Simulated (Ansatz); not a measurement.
Starting cell, GeTe (alpha-GeTe type, space group R3m):

```
GeTe
1.0
    4.22663     2.44024     7.27983
    0.00000     2.44024     7.27983
    2.11331    -1.22012     7.27983
Ge Te
2 2
Direct
  0.88288   0.23423   0.23423
  0.38288   0.23423   0.23423
  0.61712   0.76577   0.76577
  0.11712   0.76577   0.76577
```

A phonon eigenvector at T = (0.5, 0.5, 0.5) is frozen into this cell: atom i moves by Q times the vector below, so Q is the largest atomic displacement, in Å. The cell is held. (q is in reciprocal vectors of the primitive cell; the cell shown is doubled to hold the pattern.)

```json
[
 {"atom": "Ge1", "x": "0.000", "y": "0.000", "z": "0.739"},
 {"atom": "Ge2", "x": "0.000", "y": "0.000", "z": "-0.739"},
 {"atom": "Te3", "x": "0.000", "y": "0.000", "z": "1.000"},
 {"atom": "Te4", "x": "0.000", "y": "0.000", "z": "-1.000"}
]
```

These are PBE (plane waves to 420 eV, PAW, scalar-relativistic; Ansatz, a first-principles code) values and carry that method's errors. k mesh 10×10×10 (Γ-centred), Fermi-Dirac smearing 0.05 eV. Energies are smeared free energies. GeTe was relaxed with its symmetry unable to fall. Spin-orbit coupling is left out, though Te is heavy. The zero of ΔE is the undisplaced structure.

Question: Estimate the ΔE (eV/cell) and −dE/dQ from forces (eV/Å) for Q (Å) = -0.100, -0.050, -0.033, -0.017, 0.017, 0.033, 0.083, 0.100.

Answer: 
```
Q (Å)   ΔE (eV/cell)  −dE/dQ from forces (eV/Å)
------  ------------  -------------------------
-0.100        0.0415                      0.837
-0.050        0.0103                      0.413
-0.033        0.0046                      0.275
-0.017        0.0011                      0.137
0.017         0.0011                     -0.137
0.033         0.0046                     -0.275
0.083         0.0287                     -0.694
0.100         0.0415                     -0.837
```

(For displaced atoms, the force is minus the slope of the energy, and its curvature is a force constant, which sets phonon frequencies.)
